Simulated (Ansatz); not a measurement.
# Σ5 (210) boundary in fcc Al with Si (substitutional): structure and resistance

How much does the Σ5 (210) boundary in fcc Al with Si (substitutional) reflect electrons?

Method: Ansatz plane-wave DFT, PBE, PAW files; relaxation of a bicrystal slab with its lowest layers held; PAW set soft_1, in the first sound run; inputs show where later runs differ, in Ansatz 0.2.0.

### 1. Set-up

The cell holds 21 atoms: 20 Al and 1 Si. Its edges and angles: a = 4.958 Å, b = 4.048 Å, c = 30.008 Å, α = 90.0°, β = 90.0°, γ = 65.9°. It derives from Al. built on the (2 1 0) plane; 2 overlapping atoms removed and the grains opened by 0 Å. Vacuum lies along c.

### 2. Relaxing the bicrystal

The boundary is built by mirroring the lower grain in the boundary plane and removing any atoms that overlap; then the Si is put in at the boundary. A thin bicrystal slab is relaxed first, with the lowest layers held and the upper grain free to shift and open.

The input, input.yaml:

```yaml
crystal:
  lattice:
    - [4.957730497, 0.0, 0.0]
    - [1.6525768323, 3.6952741352, 0.0]
    - [0.0, 0.0, 30.0082257911]
  atoms:
    - { symbol: Al, position: [0.6, 0.7000000001, 0.1666209804] }
    - { symbol: Al, position: [0.2, 0.4000000001, 0.1967844967] }
    - { symbol: Al, position: [0.8, 0.1000000001, 0.226948013] }
    - { symbol: Al, position: [0.4, 0.8000000001, 0.2571115294] }
    - { symbol: Al, position: [1.0, 0.5000000001, 0.2872750457] }
    - { symbol: Al, position: [0.6, 0.2, 0.3174385621] }
    - { symbol: Al, position: [0.2, 0.9, 0.3476020784] }
    - { symbol: Al, position: [0.8, 0.6, 0.3777655948] }
    - { symbol: Al, position: [0.4, 0.3, 0.4079291111] }
    - { symbol: Si, position: [0.0, 0.0, 0.4380926274] }
    - { symbol: Al, position: [0.8, 0.6, 0.4984196601] }
    - { symbol: Al, position: [0.2, 0.9, 0.5285831765] }
    - { symbol: Al, position: [0.6, 0.2, 0.5587466928] }
    - { symbol: Al, position: [1.0, 0.5000000001, 0.5889102092] }
    - { symbol: Al, position: [0.4, 0.8000000001, 0.6190737255] }
    - { symbol: Al, position: [0.8, 0.1000000001, 0.6492372419] }
    - { symbol: Al, position: [0.2, 0.4000000001, 0.6794007582] }
    - { symbol: Al, position: [0.6, 0.7000000001, 0.7095642745] }
    - { symbol: Al, position: [1.0, 1.0e-10, 0.7397277909] }
    - { symbol: Al, position: [0.4, 0.3000000001, 0.7698913072] }
    - { symbol: Al, position: [0.8, 0.6000000001, 0.8000548236] }
kpoints:
  mp_grid: { grid: [6, 6, 1] }
hamiltonian:
  xc: pbe
  pseudopotentials: { kind: paw, azcp: { folder: soft_1 } }
scf:
  occupations: { method: fermi_dirac, width: 0.1 }
relax:
  f_tol: 0.03
  max_steps: 80
  constraints: [{ sites: [0, 1, 2, 3] }]
```

Command:

```bash
$ ansatz run input.yaml --threads 4 --pin off --max-ram 15360MiB --backend cpu --events-out ev --progress --plain --runs-dir out
```

Numbers of over 12 decimals in the logs are rounded to 6 here.

The log of the run:

```text
Engine: ansatz 0.2.0, aarch64-unknown-linux-gnu
Pseudopotentials: kind: paw
Pseudopotential: Al, paw, valence charge 3, recommended cutoff 420 eV (normal), soft_1/Al.paw.azcp
Pseudopotential: Si, paw, valence charge 4, recommended cutoff 420 eV (normal), soft_1/Si.paw.azcp
Functional definition: PBE
  parameter kappa = 0.804
  parameter beta = 0.066725
  exchange = pbe_x(kappa = kappa, mu = beta*pi^2/3)
  correlation = pbe_c(beta = beta)
Crystal: 21 atoms, lattice volume = 549.756 Å³
Basis set: ecut = 420 eV, 10749 PW (Γ), exchange–correlation on 72×60×432 points (8 copies of the dense FFT grid, shifted against one another)
Bands: 53, of which v1, the nominal top of the filled ones, is band 32 counted from 1 (31 counted from 0)
Symmetry: 2 space group operations
Space group: Cm (ITA 8), of the structure as read, at distance tolerance 8.2e-5 Å
k-points: 13 of 36 (time reversal used)
Non-local potential: Al, projectors of the file, l = 0: 2, l = 1: 2, l = 2: 1
Non-local potential: Si, projectors of the file, l = 0: 2, l = 1: 2, l = 2: 1
PAW form: soft (Blöchl's): semilocal exchange-correlation on the pseudo side does not see the compensation charge
PAW one-centre angular grid: Al, 110 points (default); XC on 64 Gauss nodes
PAW one-centre angular grid: Si, 110 points (default); XC on 64 Gauss nodes
Initial density: superposition of atomic densities (neutral atoms: chi_scale 0, normalization atom)
Initial wavefunctions: pseudopotential atomic-orbital guess
Functional: x = pbe(κ = 0.804, μ = 0.219515), c = pbe(β = 0.066725)
SCF iter   1: F=—  HF=-11384.797864 eV  |F-HF|=—  |Δ(HF+E_count)|=         —  Δρ=2.15e-2  dr2=2.56e1  ethr=3.10e-3  ⟨swp⟩=9.6  Hψ=4148  notcnv=0  defer=10
preconditioner: auto → LDOS  [metal: Δε(μ)=0.018 eV  Ē_g=6.452 eV  σ=0.100 eV  W_gap=0.04  n_scr=80 (ndim 8)  ℏωp=12.7 eV  f_vac=0.231  D(μ)=9.54/eV (n_scr^D=58)  β→1.0]
SCF iter   2: F=—  HF=-11382.552288 eV  |F-HF|=—  |Δ(HF+E_count)|=    2.25e0  Δρ=9.47e-3  dr2=4.12e0  ethr=3.10e-3  ⟨swp⟩=6.2  Hψ=1900  notcnv=0  defer=26
SCF iter   3: F=—  HF=-11382.337809 eV  |F-HF|=—  |Δ(HF+E_count)|=   2.14e-1  Δρ=1.86e-3  dr2=8.35e-2  ethr=3.10e-3  ⟨swp⟩=4.8  Hψ=1251  notcnv=0  defer=21
SCF iter   4: F=—  HF=-11382.329018 eV  |F-HF|=—  |Δ(HF+E_count)|=   8.79e-3  Δρ=4.64e-4  dr2=7.86e-3  ethr=1.30e-4  ⟨swp⟩=2.4  Hψ=1259  notcnv=0  defer=21
SCF iter   5: F=—  HF=-11382.329172 eV  |F-HF|=—  |Δ(HF+E_count)|=   1.54e-4  Δρ=1.28e-4  dr2=6.46e-4  ethr=1.23e-5  ⟨swp⟩=1.1  Hψ=679  notcnv=0  defer=21
SCF iter   6: F=-11382.329209 eV  HF=-11382.329211 eV  |F-HF|=2.68e-6  |Δ(HF+E_count)|=   3.96e-5  Δρ=2.41e-5  dr2=8.53e-6  ethr=3.52e-8  ⟨swp⟩=4.4  Hψ=3035  notcnv=0
SCF 1 converged in 6 iterations: F = -11382.329209 eV  dr2 = 8.53e-6
  greatest PAW one-centre occupation: 0.664 electrons in one spin orbital (limit 2), on the Si atom at site 9 (counted from 0), in its partial waves of l = 0
relax step   1: F+E_penalty+E_count = -11382.32920852 eV  Δ(F+E_penalty+E_count) = +0.000e0 eV  max|allowed force component| = 5.634e-1 eV/Å  Δτ_max = 0.0000 Å  (6 SCF iters, dr2 threshold 2.25e-5 eV, accepted)
Initial density: handed on by an earlier stage of this run
Initial wavefunctions: those handed on with the density
iter 1 solved again at ethr=1.08e-3 eV; its pass at ethr=3.10e-3 eV (dr2=6.91e-1 eV) is discarded
SCF iter   1: F=—  HF=-11382.693834 eV  |F-HF|=—  |Δ(HF+E_count)|=         —  Δρ=3.69e-3  dr2=8.59e-1  ethr=1.08e-3  ⟨swp⟩=1.2  Hψ=3140  notcnv=0  defer=22
preconditioner: auto → LDOS  [metal: Δε(μ)=0.010 eV  Ē_g=6.310 eV  σ=0.100 eV  W_gap=0.02  n_scr=80 (ndim 8)  ℏωp=12.7 eV  f_vac=0.244  D(μ)=9.37/eV (n_scr^D=58)  β→1.0]
SCF iter   2: F=—  HF=-11382.625595 eV  |F-HF|=—  |Δ(HF+E_count)|=   6.82e-2  Δρ=1.18e-3  dr2=2.33e-2  ethr=1.08e-3  ⟨swp⟩=2.5  Hψ=922  notcnv=0  defer=22
SCF iter   3: F=—  HF=-11382.623909 eV  |F-HF|=—  |Δ(HF+E_count)|=   1.69e-3  Δρ=3.48e-4  dr2=3.77e-3  ethr=3.64e-5  ⟨swp⟩=2.0  Hψ=1062  notcnv=0  defer=22
SCF iter   4: F=—  HF=-11382.623428 eV  |F-HF|=—  |Δ(HF+E_count)|=   4.81e-4  Δρ=1.29e-4  dr2=6.44e-4  ethr=5.89e-6  ⟨swp⟩=1.8  Hψ=919  notcnv=0  defer=26
SCF iter   5: F=-11382.623367 eV  HF=-11382.623379 eV  |F-HF|=1.30e-5  |Δ(HF+E_count)|=   4.83e-5  Δρ=1.93e-5  dr2=1.50e-5  ethr=3.10e-8  ⟨swp⟩=4.5  Hψ=2860  notcnv=0
SCF 2 converged in 5 iterations: F = -11382.623367 eV  dr2 = 1.50e-5
  greatest PAW one-centre occupation: 0.655 electrons in one spin orbital (limit 2), on the Si atom at site 9 (counted from 0), in its partial waves of l = 0
relax step   2: F+E_penalty+E_count = -11382.62336652 eV  Δ(F+E_penalty+E_count) = -2.942e-1 eV  max|allowed force component| = 1.996e-1 eV/Å  Δτ_max = 0.1974 Å  (5 SCF iters, dr2 threshold 1.98e-5 eV, accepted)
iter 1 solved again at ethr=1.68e-3 eV; its pass at ethr=3.10e-3 eV (dr2=1.07e0 eV) is discarded
SCF iter   1: F=—  HF=-11382.801602 eV  |F-HF|=—  |Δ(HF+E_count)|=         —  Δρ=3.95e-3  dr2=1.08e0  ethr=1.68e-3  ⟨swp⟩=1.0  Hψ=3030  notcnv=0  defer=27
preconditioner: auto → LDOS  [metal: Δε(μ)=0.020 eV  Ē_g=6.348 eV  σ=0.100 eV  W_gap=0.05  n_scr=80 (ndim 8)  ℏωp=12.7 eV  f_vac=0.251  D(μ)=9.28/eV (n_scr^D=50)  β→1.0]
SCF iter   2: F=—  HF=-11382.756182 eV  |F-HF|=—  |Δ(HF+E_count)|=   4.54e-2  Δρ=7.44e-4  dr2=1.06e-2  ethr=1.68e-3  ⟨swp⟩=1.0  Hψ=656  notcnv=0  defer=27
SCF iter   3: F=—  HF=-11382.753949 eV  |F-HF|=—  |Δ(HF+E_count)|=   2.23e-3  Δρ=2.13e-4  dr2=7.97e-4  ethr=1.65e-5  ⟨swp⟩=2.1  Hψ=1080  notcnv=0  defer=30
SCF iter   4: F=—  HF=-11382.753873 eV  |F-HF|=—  |Δ(HF+E_count)|=   7.52e-5  Δρ=4.48e-5  dr2=3.11e-5  ethr=1.24e-6  ⟨swp⟩=2.6  Hψ=1171  notcnv=0  defer=30
SCF iter   5: F=-11382.753875 eV  HF=-11382.753875 eV  |F-HF|=5.61e-8  |Δ(HF+E_count)|=   2.00e-6  Δρ=1.17e-5  dr2=1.24e-6  ethr=3.89e-9  ⟨swp⟩=5.8  Hψ=2596  notcnv=0
SCF 3 converged in 5 iterations: F = -11382.753875 eV  dr2 = 1.24e-6
  greatest PAW one-centre occupation: 0.652 electrons in one spin orbital (limit 2), on the Si atom at site 9 (counted from 0), in its partial waves of l = 0
relax step   3: F+E_penalty+E_count = -11382.75387525 eV  Δ(F+E_penalty+E_count) = -1.305e-1 eV  max|allowed force component| = 1.962e-1 eV/Å  Δτ_max = 0.1941 Å  (5 SCF iters, dr2 threshold 2.49e-6 eV, accepted)
[...]
relax step   4: F+E_penalty+E_count = -11382.85669909 eV  Δ(F+E_penalty+E_count) = -1.028e-1 eV  max|allowed force component| = 9.418e-2 eV/Å  Δτ_max = 0.1999 Å  (5 SCF iters, dr2 threshold 4.83e-6 eV, accepted)
[...]
relax step   5: F+E_penalty+E_count = -11382.93066591 eV  Δ(F+E_penalty+E_count) = -7.397e-2 eV  max|allowed force component| = 1.338e-1 eV/Å  Δτ_max = 0.1931 Å  (5 SCF iters, dr2 threshold 2.04e-6 eV, accepted)
[...]
relax step   6: F+E_penalty+E_count = -11382.97824222 eV  Δ(F+E_penalty+E_count) = -4.758e-2 eV  max|allowed force component| = 1.237e-1 eV/Å  Δτ_max = 0.1955 Å  (5 SCF iters, dr2 threshold 4.13e-6 eV, accepted)
[...]
relax step   7: F+E_penalty+E_count = -11382.97777794 eV  Δ(F+E_penalty+E_count) = +4.643e-4 eV  max|allowed force component| = 1.018e-1 eV/Å  Δτ_max = 0.1490 Å  (5 SCF iters, dr2 threshold 1.31e-5 eV, rejected (line search))
SCF iter   1: F=—  HF=-11382.996340 eV  |F-HF|=—  |Δ(HF+E_count)|=         —  Δρ=1.88e-3  dr2=1.94e-1  ethr=2.51e-3  ⟨swp⟩=3.9  Hψ=1801  notcnv=0  defer=26
preconditioner: auto → LDOS  [metal: Δε(μ)=0.046 eV  Ē_g=6.466 eV  σ=0.100 eV  W_gap=0.11  n_scr=80 (ndim 8)  ℏωp=12.7 eV  f_vac=0.270  D(μ)=8.56/eV (n_scr^D=34)  β→1.0]
SCF iter   2: F=—  HF=-11382.986603 eV  |F-HF|=—  |Δ(HF+E_count)|=   9.74e-3  Δρ=4.75e-4  dr2=3.67e-2  ethr=3.03e-4  ⟨swp⟩=1.5  Hψ=825  notcnv=0  defer=24
SCF iter   3: F=—  HF=-11382.984910 eV  |F-HF|=—  |Δ(HF+E_count)|=   1.69e-3  Δρ=9.87e-5  dr2=6.29e-4  ethr=5.74e-5  ⟨swp⟩=2.0  Hψ=901  notcnv=0  defer=24
SCF iter   4: F=—  HF=-11382.984865 eV  |F-HF|=—  |Δ(HF+E_count)|=   4.54e-5  Δρ=2.69e-5  dr2=1.59e-5  ethr=9.83e-7  ⟨swp⟩=1.7  Hψ=907  notcnv=0  defer=24
SCF iter   5: F=—  HF=-11382.984926 eV  |F-HF|=—  |Δ(HF+E_count)|=   6.11e-5  Δρ=9.13e-6  dr2=8.60e-7  ethr=2.48e-8  ⟨swp⟩=2.5  Hψ=1115  notcnv=0  defer=24
SCF iter   6: F=—  HF=-11382.984926 eV  |F-HF|=—  |Δ(HF+E_count)|=   1.25e-7  Δρ=2.60e-6  dr2=1.03e-7  ethr=1.56e-10  ⟨swp⟩=5.8  Hψ=2588  notcnv=0
SCF iter   7: F=-11382.984926 eV  HF=-11382.984926 eV  |F-HF|=6.29e-9  |Δ(HF+E_count)|=   1.19e-8  Δρ=7.13e-7  dr2=1.17e-8  ethr=1.56e-10  ⟨swp⟩=4.6  Hψ=2037  notcnv=0
SCF 8 converged in 7 iterations: F = -11382.984926 eV  dr2 = 1.17e-8
relax step   8: F+E_penalty+E_count = -11382.98492590 eV  Δ(F+E_penalty+E_count) = -6.684e-3 eV  max|allowed force component| = 2.218e-2 eV/Å  Δτ_max = 0.0745 Å  (7 SCF iters, accepted)
SCF converged after 7 iterations
Free energy (F): -11382.984926 eV
Harris-Foulkes:  -11382.984926 eV  (|F-HF|=6.29e-9)
Internal energy: -11382.701927 eV  (E = F + TS)
E sigma→0 (E₀):  -11382.843426 eV
Entropy (-TS):   -0.282999 eV (-13.476 meV/atom)
Fermi energy:    3.518547 eV
--- Per-component energies (eV) ---
  E_band       = -49.998625
  E_kinetic    = 476.687667
  E_local      = -13150.423483  (includes V_loc(G=0)·N_el)
  E_nonlocal   = 223.543393
  E_hartree    = 6545.640170
  E_xc         = -802.130035
  E_vxc        = -620.260291  (∫ρ·V_xc dr)
  E_paw        = -9898.791152  (= ΣΔE_a)
  E_vpaw       = -70.823628  (= ΣTr[D̂ρ^β])
  E_aug_tail   = -0.000002  (compensation charges beyond the density's cutoff)
  E_ewald      = 5222.771515
  E_smearing   = -0.282999  (= −TS)
  E_closure    = -0.000000  (closes the sum)
  Σ components = -11382.984926   (vs F -11382.984926, Δ=0.00e0)
--- Forces (eV/Å), atoms counted from 1 ---
  atom   1  Al    -0.03994327     0.01786317     0.39481381
  atom   2  Al    -0.04885973     0.02185074    -0.22774811
  atom   3  Al     0.02564610    -0.01146928    -0.04591874
  atom   4  Al     0.04921593    -0.02201003    -0.08340979
  atom   5  Al    -0.00060643     0.00027120    -0.00308887
  atom   6  Al     0.00111116    -0.00049693    -0.01140948
  atom   7  Al     0.00574350    -0.00256857    -0.00833951
  atom   8  Al    -0.01963942     0.00878301    -0.01139317
  atom   9  Al     0.01769006    -0.00791124     0.00468615
  atom  10  Si    -0.01280812     0.00572797     0.02217877
  atom  11  Al     0.00247085    -0.00110500     0.00493742
  atom  12  Al     0.00743135    -0.00332340    -0.00200438
  atom  13  Al     0.00180775    -0.00080845    -0.00765031
  atom  14  Al     0.00055662    -0.00024893    -0.00255328
  atom  15  Al     0.00338950    -0.00151583     0.00125999
  atom  16  Al     0.00077984    -0.00034876    -0.00588143
  atom  17  Al    -0.00114152     0.00051050    -0.00262176
  atom  18  Al     0.00309635    -0.00138473    -0.00197761
  atom  19  Al     0.00193751    -0.00086648    -0.00549263
  atom  20  Al     0.00128953    -0.00057670    -0.00423308
  atom  21  Al     0.00083558    -0.00037368    -0.00415467
  max |Σ_I F_I| component: 3.16e-6 eV/Å
--- Relaxed structure (8 steps of the walk, 7 accepted, 0 SCFs on fresh bases) ---
  F+E_penalty+E_count = -11382.98492590 eV   max|allowed force component| = 2.218e-2 eV/Å
  atoms:
    - { symbol: Al, position: [0.600000, 0.700000, 0.166621] }
    - { symbol: Al, position: [0.200000, 0.4, 0.1967844967] }
    - { symbol: Al, position: [0.800000, 0.100000, 0.226948] }
    - { symbol: Al, position: [0.400000, 0.800000, 0.2571115294] }
    - { symbol: Al, position: [1.004688, 0.497656, 0.288809] }
    - { symbol: Al, position: [0.602134, 0.198933, 0.318723] }
    - { symbol: Al, position: [0.212172, 0.893914, 0.347720] }
    - { symbol: Al, position: [0.785217, 0.607392, 0.377484] }
    - { symbol: Al, position: [0.398807, 0.300596, 0.433033] }
    - { symbol: Si, position: [-0.010769, 0.00538445, 0.425636] }
    - { symbol: Al, position: [0.783825, 0.608088, 0.475005] }
    - { symbol: Al, position: [0.204314, 0.897843, 0.504012] }
    - { symbol: Al, position: [0.595858, 0.202071, 0.533357] }
    - { symbol: Al, position: [1.003337, 0.498331, 0.563582] }
    - { symbol: Al, position: [0.407383, 0.796308, 0.593931] }
    - { symbol: Al, position: [0.807331, 0.096334, 0.623737] }
    - { symbol: Al, position: [0.205317, 0.397342, 0.654432] }
    - { symbol: Al, position: [0.595581, 0.702210, 0.683565] }
    - { symbol: Al, position: [0.998005, 0.000997457, 0.713814] }
    - { symbol: Al, position: [0.390209, 0.304895, 0.747818] }
    - { symbol: Al, position: [0.792643, 0.603679, 0.770499] }
```

The job ended after 70 s (4 threads of Arm Neoverse V1, shared host; peak memory 1 GiB; 4.5 min of CPU time).

The steps of the relaxation:

```csv
step,energy less that of the first step (eV),largest force component (eV/Å)
1,0.0000,0.5634
2,-0.2942,0.1996
3,-0.4247,0.1962
4,-0.5275,0.0942
5,-0.6015,0.1338
6,-0.6490,0.1237
7,-0.6486,0.1018
8,-0.6557,0.0222
```

Relaxation step 7 was tried and not accepted.

The run keeps the 2 symmetry operations that it works with, so distortions that break them were not tested.

The atoms that moved most (Å):

```csv
atom,dx,dy,dz,length
Al21,-0.030,0.014,-0.887,0.888
Al18,-0.018,0.008,-0.780,0.780
Al19,-0.008,0.004,-0.778,0.778
Al16,0.030,-0.014,-0.765,0.766
Al13,-0.017,0.008,-0.762,0.762
Al14,0.014,-0.006,-0.760,0.760
Al15,0.031,-0.014,-0.754,0.755
Al9,-0.005,0.002,0.753,0.753
```

The relaxed structure:

```cif
data_structure
_symmetry_space_group_name_H-M 'P 1'
_symmetry_Int_Tables_number 1
_cell_length_a 4.9577
_cell_length_b 4.0480
_cell_length_c 30.0082
_cell_angle_alpha 90.000
_cell_angle_beta 90.000
_cell_angle_gamma 65.905
_cell_volume 549.76
loop_
_atom_site_label
_atom_site_type_symbol
_atom_site_fract_x
_atom_site_fract_y
_atom_site_fract_z
_atom_site_occupancy
Al1 Al 0.60000 0.70000 0.16662 1
Al2 Al 0.20000 0.40000 0.19678 1
Al3 Al 0.80000 0.10000 0.22695 1
Al4 Al 0.40000 0.80000 0.25711 1
Al5 Al 0.00469 0.49766 0.28881 1
Al6 Al 0.60213 0.19893 0.31872 1
Al7 Al 0.21217 0.89391 0.34772 1
Al8 Al 0.78522 0.60739 0.37748 1
Al9 Al 0.39881 0.30060 0.43303 1
Si10 Si 0.98923 0.00538 0.42564 1
Al11 Al 0.78382 0.60809 0.47500 1
Al12 Al 0.20431 0.89784 0.50401 1
Al13 Al 0.59586 0.20207 0.53336 1
Al14 Al 0.00334 0.49833 0.56358 1
Al15 Al 0.40738 0.79631 0.59393 1
Al16 Al 0.80733 0.09633 0.62374 1
Al17 Al 0.20532 0.39734 0.65443 1
Al18 Al 0.59558 0.70221 0.68357 1
Al19 Al 0.99801 0.00100 0.71381 1
Al20 Al 0.39021 0.30490 0.74782 1
Al21 Al 0.79264 0.60368 0.77050 1
```

Numbers from this step:

```
free energy             : -11382.9849 eV
energy at zero smearing : -11382.8434 eV
Fermi energy            : 3.519 eV
```

The largest force component on a free atom ends at 0.022 eV/Å, under the tolerance of 0.03, after 8 steps.

[end of part 1 of 2]

[Logs are printed without paths, hosts, clocks, repeated set-up lines and the standing remarks that a program may print on its own settings, such as how far it seeks lower states.]

[Hosts, paths, dates, database ids (printed as entryN), source tags and the programs' standing remarks are cut or masked in the printed files.]
